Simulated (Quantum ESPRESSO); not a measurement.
Input of a Quantum ESPRESSO 7.5 run:

File pw.in:

```
&CONTROL
  calculation = 'vc-relax'
  prefix = 'pwscf'
  outdir = './tmp'
  pseudo_dir = './pseudo'
  tprnfor = .true.
  tstress = .true.
  disk_io = 'low'
  nstep = 40
  forc_conv_thr = 0.0004
  etot_conv_thr = 1d-05
/
&SYSTEM
  ibrav = 0
  nat = 2
  ntyp = 1
  ecutwfc = 32
  nbnd = 9
  occupations = 'fixed'
/
&ELECTRONS
  conv_thr = 4d-10
  electron_maxstep = 120
  mixing_beta = 0.5
/
&IONS
  ion_dynamics = 'bfgs'
/
&CELL
  cell_dynamics = 'bfgs'
  press = 30
  press_conv_thr = 0.3
/
ATOMIC_SPECIES
Si    28.0850 Si.upf
CELL_PARAMETERS angstrom
   0.0000000000    2.7155000000    2.7155000000
   2.7155000000    0.0000000000    2.7155000000
   2.7155000000    2.7155000000    0.0000000000
ATOMIC_POSITIONS crystal
Si     0.0000000000    0.0000000000    0.0000000000
Si     0.2500000000    0.2500000000    0.2500000000
K_POINTS automatic
11 11 11 0 0 0
```

Potentials or basis: PseudoDojo 0.4.1 SR LDA standard.

Launch:

```console
$ OMP_NUM_THREADS=1 pw.x -in pw.in > pw.out
```

**Question.** What does it give for the space group after relaxing (to 0.05 Å)?

**Answer.** Fd-3m (No. 227).

**Question.** Predict the relaxed cell.

**Answer.** a = 3.777 Å, b = 3.777 Å, c = 3.777 Å, α = 60.00°, β = 60.00°, γ = 60.00°.

**Question.** Estimate the relaxed volume.

**Answer.** 19.05 Å³/atom.

Final structure:
```
CELL_PARAMETERS angstrom
0.00000 2.67066 2.67066
2.67066 0.00000 2.67066
2.67066 2.67066 0.00000
ATOMIC_POSITIONS crystal
Si 0.00000 0.00000 0.00000
Si 0.25000 0.25000 0.25000
```
